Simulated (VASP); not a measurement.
Set up this calculation in VASP 6.6.1, as the native input.

| Property | Result |
| --- | --- |
| Task | relaxation of cell and atoms |
| Functional | PBEsol |
| Potentials or basis | VASP PAW PBE potentials, release 64 (C) |
| Cutoff | 600 eV |
| k mesh | 15 × 15 × 1 |
| Occupations | gaussian, width 0.03 eV |
| Spin | no spin polarisation |
| Further INCAR settings | ALGO = Normal; EDIFF = 1e-07; IBRION = 2; EDIFFG = -0.005; NSW = 90; ISIF = 3 |

The structure of C lies in POSCAR:

```
C                                       
1.0
    2.4599543432      0.0000000000      0.0000000000
   -1.2299771716      2.1303829559      0.0000000000
    0.0000000000      0.0000000000     18.0339500000
  C             
     2
Direct
     0.0000000000000000    0.0000000000000000    0.4999959931317706
     0.6666666699999979    0.3333333300000021    0.5000040068682294
```

One way to write it, as run:

INCAR

```
SYSTEM = C
ALGO = Normal
EDIFF = 1E-7
EDIFFG = -0.005
ENCUT = 600
GGA = PS
IBRION = 2
ISIF = 3
ISMEAR = 0
LASPH = .TRUE.
LATTICE_CONSTRAINTS = .TRUE. .TRUE. .FALSE.
LCHARG = .FALSE.
LREAL = .FALSE.
LWAVE = .FALSE.
NELM = 80
NSW = 90
PREC = Accurate
SIGMA = 0.03
```

KPOINTS

```
k-points
0
G
  15 15 1
  0 0 0
```

Potentials or basis: VASP PAW PBE potentials, release 64 (C).

The run is started by

```bash
$ cat potpaw_PBE.64/C/POTCAR > POTCAR
$ mpirun -np 1 vasp_std > vasp.out
```

Results of the run:

| Property | Result |
| --- | --- |
| Band gap on the k mesh | none (metal or under the smearing width) |

Caveat: the relaxation stopped at its first step, so nothing moved.

It took 34 s on 1 thread of Intel(R) Xeon(R) Platinum 8488C (Sapphire Rapids) (shared host), peak memory 0.21 GiB.
